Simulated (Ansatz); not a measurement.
## AlAu: relaxation of cell and atoms with PBEsol

The system is AlAu.

```
CELL_PARAMETERS angstrom
3.22394 0.00000 0.00000
0.00000 3.22394 0.00000
0.00000 0.00000 3.22394
ATOMIC_POSITIONS crystal
Au 0.50000 0.50000 0.50000
Al 0.00000 0.00000 0.00000
```

The cell comes from a database or a generator and needn't be the stable form of this composition.

```yaml
Program: Ansatz 0.2.0
Task: relaxation of cell and atoms
Functional: PBEsol
Potentials_or_basis: Ansatz PAW
Cutoff: "420 eV (not typed: the program's choice for these potentials)"
k_mesh: 8 × 8 × 8
Occupations: fermi-dirac, width 0.05 eV
Spin: no spin polarisation
Target_pressure: 2 GPa
Target_pressure_GPa: 2
```

The relaxed volume is 15.78 Å³/atom, the relaxed cell is a = 3.160 Å, b = 3.160 Å, c = 3.160 Å, α = 90.00°, β = 90.00°, γ = 90.00° and the space group after relaxing (to 0.05 Å) is Pm-3m (No. 221). The energy change on relaxing (the enthalpy is what falls) is -11.1 meV/atom. The ionic steps are 6, the pressure after relaxing is 2.0 GPa and the band gap on the k mesh is none (metal or under the smearing width).

Step by step:
| step | energy change (eV) | largest force (eV/Å) | volume (Å³) |
| --- | --- | --- | --- |
| 1 | 0.0000 | 0.0000 | 33.51 |
| 2 | 0.0434 | 0.0000 | 29.84 |
| 3 | -0.0247 | 0.0000 | 31.77 |
| 4 | -0.0230 | 0.0000 | 31.58 |
| 5 | -0.0227 | 0.0000 | 31.56 |
| 6 | -0.0222 | 0.0000 | 31.56 |

Final structure:
```
Au Al
1.0
     3.16005    0.00000    0.00000
     0.00000    3.16005    0.00000
     0.00000    0.00000    3.16005
Au Al
1 1
Direct
  0.50000 0.50000 0.50000
  0.00000 0.00000 0.00000
```

Levels at points of the mesh, in eV from the Fermi level:
| k point | band 9 | band 10 | band 11 | band 12 | band 13 | band 14 |
| --- | --- | --- | --- | --- | --- | --- |
| (0.00, 0.00, 0.00) | -4.93 | -4.93 | 2.83 | 2.83 | 2.83 | 7.31 |
| (0.00, 0.00, -0.50) | -5.92 | -4.81 | -3.39 | 5.57 | 7.31 | 7.31 |
| (0.00, -0.50, -0.50) | -4.01 | -3.79 | -3.79 | -1.27 | 1.00 | 7.40 |
| (-0.50, -0.50, -0.50) | -3.96 | -0.28 | 0.72 | 0.72 | 0.72 | 2.38 |

It took 7.2 s on 2 threads of AMD EPYC 7R43 64-Core Processor (Zen 3) (shared host), peak memory 0.36 GiB.

Caveat: the plane-wave basis is chosen anew once the cell has moved, so the energies of steps on either side of that aren't comparable; the PAW data sets come from PBE, with cores solved anew for the run's functional, which leaves a small shift of forces and pressure. The run has no spin-orbit coupling, so splittings on Au are missing.
